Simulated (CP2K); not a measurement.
Runs of CP2K 2026.2 on Au. The structure is cubic, space group Fm-3m (No. 225). The conventional cell has a = 4.070 Å, b = 4.070 Å, c = 4.070 Å, α = 90.00°, β = 90.00°, γ = 90.00°. Au (site symmetry m-3m) is surrounded by 12 Au at 2.88 Å. 

```tsv
task	level	potentials or basis	smearing	EPS_DEFAULT	NGRIDS	potentials	points a segment of the path (NPOINTS)	bands added on the path	gap on the mesh (eV)	pressure (GPa)	V0 of scaled cells (Å³/atom)	B0 (GPa)
equation of state	PBEsol	POTENTIAL_UZH Au GTH-PBE-q11; TZVP-MOLOPT-PBE-GTH basis	fermi-dirac 0.05 eV	1.0E-10	4	Au GTH-PBE-q11 of POTENTIAL_UZH	-	-	-	-	(a)	170
equation of state	LDA	GTH_POTENTIALS Au GTH-PADE-q11; TZVP-MOLOPT-PBE-GTH basis	fermi-dirac 0.01 eV	1.0E-9	5	Au GTH-PADE-q11 of GTH_POTENTIALS	-	-	-	-	17.07	186
band structure	LDA	GTH_POTENTIALS Au GTH-PADE-q11; TZVP-MOLOPT-PBE-GTH basis	fermi-dirac 0.1 eV	1.0E-9	4	Au GTH-PADE-q11 of GTH_POTENTIALS	8	2	none	(b)	-	-
band structure	PBE	POTENTIAL_UZH Au GTH-PBE-q11; TZVP-MOLOPT-PBE-GTH basis	fermi-dirac 0.01 eV	1.0E-10	4	Au GTH-PBE-q11 of POTENTIAL_UZH	8	4	none	16.3	-	-
band structure	PBE	POTENTIAL_UZH Au GTH-PBE-q11; TZVP-MOLOPT-PBE-GTH basis	fermi-dirac 0.1 eV	1.0E-9	4	Au GTH-PBE-q11 of POTENTIAL_UZH	6	2	none	16.2	-	-
```

Alike in all rows: no spin polarisation; cell as given; k mesh 11 × 11 × 11.

**Question.** Fill in the values left out.

**Answer.** (a) 17.64; (b) 2.3.

Caveats: with these potentials and basis sets, volumes of gold and of layered tellurides can stand 1.5 % and more from those of plane-wave programs; the basis of atomic orbitals isn't converged, which shifts pressures, moduli and gaps; so large a pressure means that the cell lies far from this level's equilibrium, or that cutoff or potentials fall short (some runs); the potentials were made for another functional, which shifts forces and pressure (some runs).

A k mesh can miss the band edges, and the runs leave out spin-orbit coupling on Au.

A gap of «none» marks a metal or a gap under the smearing width.

Not every run made on this cell is shown here.
